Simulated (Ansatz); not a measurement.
Here is an Ansatz 0.2.0 calculation.

input.yaml

```yaml
crystal:
  lattice:
    - [0.0, 2.3495, 2.3495]
    - [2.3495, 0.0, 2.3495]
    - [2.3495, 2.3495, 0.0]
  atoms:
    - { symbol: Cd, position: [0.0, 0.0, 0.0] }
    - { symbol: O, position: [0.5, 0.5, 0.5] }
hamiltonian:
  xc: pbesol
  pseudopotentials: { kind: paw }
kpoints:
  mp_grid: { grid: [10, 10, 10] }
scf:
  occupations: { method: fermi_dirac, width: 0.05 }
output:
  forces: true
  stress: true
  eigenvalues: true
```

Potentials or basis: Ansatz PAW.

Run with:

```console
$ ansatz run input.yaml --threads 2 --pin off --max-ram 5632MiB --backend cpu --events-out ev --progress --plain --runs-dir out
```

Question: Predict the pressure.

Answer: -0.8 GPa.

Question: Predict the band gap on the k mesh.

Answer: None (metal or under the smearing width).

Caveat: the pressure holds a Pulay correction of +0.5 GPa for the finite cutoff; the PAW data sets come from PBE, with cores solved anew for the run's functional, which leaves a small shift of forces and pressure; this crystal is a semiconductor, whose small gap the functional closes, so the metal is an error of the method.
